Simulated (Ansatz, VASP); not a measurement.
**TaN in VASP and in Ansatz**

The input INCAR:

```
SYSTEM = TaN
PREC = Accurate
ENCUT = 520
EDIFF = 1E-6
ISMEAR = -1
SIGMA = 0.05
LREAL = .False.
LASPH = .True.
NELM = 100
ALGO = Normal
ISIF = 2
LWAVE = .False.
LCHARG = .True.
GGA = PE
LELF = .True.
LVHAR = .True.
NBANDS = 15
```

File KPOINTS:

```
Automatic mesh
0
Gamma
  9 9 9
  0 0 0
```

POSCAR

```
TaN
1.0
    0.0000000000      2.4402898319      2.4402898319
    2.4402898319      0.0000000000      2.4402898319
    2.4402898319      2.4402898319      0.0000000000
Ta N
1 1
Direct
    0.0000000000      0.0000000000      0.0000000000
    0.2500000000      0.2500000000      0.2500000000
```

Contents of input.yaml:

```yaml
crystal:
  lattice:
    - [0.0, 2.4402898319, 2.4402898319]
    - [2.4402898319, 0.0, 2.4402898319]
    - [2.4402898319, 2.4402898319, 0.0]
  atoms:
    - { symbol: Ta, position: [0.0, 0.0, 0.0] }
    - { symbol: "N", position: [0.25, 0.25, 0.25] }
hamiltonian:
  xc: pbe
  pseudopotentials: { kind: paw }
kpoints:
  mp_grid: { grid: [9, 9, 9] }
scf:
  occupations: { method: fermi_dirac, width: 0.05 }
output:
  forces: true
  stress: true
  eigenvalues: true
```

The cell comes from a database or a generator and needn't be the stable form of this composition.

Alike in both runs: task single point; functional PBE; k mesh 9 × 9 × 9; occupations fermi-dirac, width 0.05 eV; no spin polarisation.

```csv
,VASP,Ansatz
version,VASP 6.6.1,Ansatz 0.2.0
potentials or method,"VASP PAW PBE potentials, release 64 (Ta_pv, N)",Ansatz PAW
plane-wave cutoff (eV),520,420
valence electrons in the cell,16,18
```

VASP gave:

```
gap on the k mesh at the Fermi level (eV) : none
pressure (GPa)                            : -15.9
```

Task: Estimate Ansatz's values.

Result: gap on the k mesh at the Fermi level (eV): none; pressure (GPa): -16.2.

A gap of «none» marks a metal or a gap that the smearing closes. The two sets of potentials don't hold the same shells in valence.

Caveats: so large a pressure means that the cell lies far from this level's equilibrium, or that cutoff or potentials fall short (VASP); the pressure holds a Pulay correction of +0.3 GPa for the finite cutoff (Ansatz). The runs have no spin-orbit coupling, so splittings on Ta are missing.
